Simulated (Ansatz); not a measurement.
Cubic perovskite BaSnO3 was calculated with PBE (Ansatz, a quantum-chemistry and plane-wave program, plane waves, PAW).

Numerical settings: plane-wave cutoff 500 eV, 8×8×8 k mesh, gaussian smearing 0.02 eV, scalar-relativistic PAW data made under PBE.

Cell (relaxed at this level):

```xyz
5
Lattice="4.1759 0.0000 0.0000 0.0000 4.1759 0.0000 0.0000 0.0000 4.1759" Properties=species:S:1:pos:R:3 pbc="T T T"
Ba     0.0000     0.0000     0.0000
Sn     2.0880     2.0880     2.0880
O      2.0880     0.0000     2.0880
O      0.0000     2.0880     2.0880
O      2.0880     2.0880     0.0000
```

### Question
Estimate the band gap that the calculation returns.

### Answer

- band gap: 0.48 eV (on the SCF k mesh)

Measured, for comparison: band gap 2.95 eV (temperature not stated, not corrected to a static lattice, indirect, from the absorption edge of a single crystal; as tabulated in Kim et al. (2012), arXiv:1207.0764).

Spin–orbit coupling is not included.
